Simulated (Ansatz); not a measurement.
The system is HgTe (Coloradoite).

```
CELL_PARAMETERS angstrom
0.00000 3.21450 3.21450
3.21450 0.00000 3.21450
3.21450 3.21450 0.00000
ATOMIC_POSITIONS crystal
Hg 0.00000 0.00000 0.00000
Te 0.75000 0.75000 0.75000
```

* Program: Ansatz 0.2.0
* Task: relaxation of cell and atoms
* Functional: r2SCAN
* Dispersion: D3(BJ)
* Potentials or basis: Ansatz PAW
* Cutoff: 500 eV (not typed: the program's choice for these potentials)
* k mesh: 7 × 7 × 7
* Occupations: fermi-dirac, width 0.05 eV
* Spin: no spin polarisation

At the start: volume 33.22 Å³/atom.

Task: Where does the relaxation end?

Result: It ends after 5 steps and the volume is 34.84 Å³/atom (+4.9 %); space group F-43m (No. 216, to 0.05 Å).

Step by step:
```csv
step,energy change (eV),largest force (eV/Å),volume (Å³)
1,0.0000,0.0000,66.43
2,-0.0119,0.0000,72.01
3,-0.0218,0.0000,69.92
4,-0.0219,0.0000,69.69
5,-0.0227,0.0000,69.69
```

Final structure:
```cif
data_structure
_symmetry_space_group_name_H-M 'P 1'
_symmetry_Int_Tables_number 1
_cell_length_a 4.6191
_cell_length_b 4.6191
_cell_length_c 4.6191
_cell_angle_alpha 60.000
_cell_angle_beta 60.000
_cell_angle_gamma 60.000
_cell_volume 69.69
loop_
_atom_site_label
_atom_site_type_symbol
_atom_site_fract_x
_atom_site_fract_y
_atom_site_fract_z
_atom_site_occupancy
Hg1 Hg 0.00000 0.00000 0.00000 1
Te1 Te 0.75000 0.75000 0.75000 1
```

Caveat: the plane-wave basis is chosen anew once the cell has moved, so the energies of steps on either side of that aren't comparable; the PAW data sets come from PBE, with cores solved anew for the run's functional, which leaves a small shift of forces and pressure; the dispersion damping was fitted for another functional or another form of the correction.
